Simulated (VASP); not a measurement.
**Tl: equation of state with PBE**

The system is Tl.

```
Tl
1.0
    -1.95600    1.95600    1.95600
     1.95600   -1.95600    1.95600
     1.95600    1.95600   -1.95600
Tl
1
Direct
  0.00000 0.00000 0.00000
```

This isn't the form of Tl at room conditions, which is hcp.

```yaml
Program: VASP 6.6.1
Task: equation of state
Functional: PBE
Potentials_or_basis: VASP PAW PBE potentials, release 64 (Tl_d)
Cutoff: 520 eV
k_mesh: 10 × 10 × 10
Occupations: fermi-dirac, width 0.05 eV
Spin: no spin polarisation
Further_INCAR_settings: ALGO = Normal; EDIFF = 1e-07; NBANDS = 12
```

```yaml
Equilibrium_volume: 31.32 Å³/atom
Bulk_modulus: 27 GPa
Pressure_derivative_of_the_bulk_modulus: 5.3
```

Energy against volume, from the lowest point:
| volume (Å³/atom) | energy (meV/atom) |
| --- | --- |
| 28.138 | 34.22 |
| 28.737 | 21.55 |
| 29.335 | 12.14 |
| 29.934 | 5.62 |
| 30.533 | 1.68 |
| 31.131 | 0.00 |
| 31.730 | 0.34 |

All runs of the series together: 86 s on 1 thread of Intel(R) Xeon(R) Platinum 8488C (Sapphire Rapids) (shared host).

The run has no spin-orbit coupling, so splittings on Tl are missing.
